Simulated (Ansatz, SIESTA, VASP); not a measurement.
**SiMo3: programs and potentials compared**

```xyz
8
Lattice="4.8890 0.0000 0.0000 0.0000 4.8890 0.0000 0.0000 0.0000 4.8890" Properties=species:S:1:pos:R:3 pbc="T T T"
Mo    0.0000    2.4445    1.2223
Mo    0.0000    2.4445    3.6668
Mo    2.4445    1.2223    0.0000
Mo    3.6668    0.0000    2.4445
Mo    2.4445    3.6668    0.0000
Mo    1.2223    0.0000    2.4445
Si    2.4445    2.4445    2.4445
Si    0.0000    0.0000    0.0000
```

Alike in all runs: task single point; functional PBEsol; k mesh 6 × 6 × 6; occupations fermi-dirac, width 0.05 eV; no spin polarisation; no spin-orbit coupling. Pressure is positive in compression and, in plane waves, holds the error of the finite cutoff, which Ansatz's Pulay term estimates and takes out.

```csv
program and potentials,plane-wave cutoff (eV),notes,band gap (eV),pressure (GPa)
"Ansatz, Ansatz PAW",420,"potentials made for PBE, which Ansatz adapts in part; Pulay term of +0.03 GPa included",no gap,-4.35
"VASP, PBE PAW files Mo_sv, Si, 520 eV",520,potentials made for PBE,no gap,-3.80
"SIESTA, files PseudoDojo sr-pbesol-0.4.1-standard, DZP (energy shift 0.003 Ry; two zetas on semicore shells)",-,atomic basis,no gap,-0.22
```

None finds a gap. The pressure spans -4.35 (Ansatz, Ansatz PAW) to -0.22 GPa (SIESTA, files PseudoDojo sr-pbesol-0.4.1-standard, DZP (energy shift 0.003 Ry; two zetas on semicore shells)). Rows in atomic bases carry the error of their basis and grid, which can be large.

The functional is the same throughout but for its coding, so the spread measures potentials, basis and numerics; runs on potential files found faulty are left out.
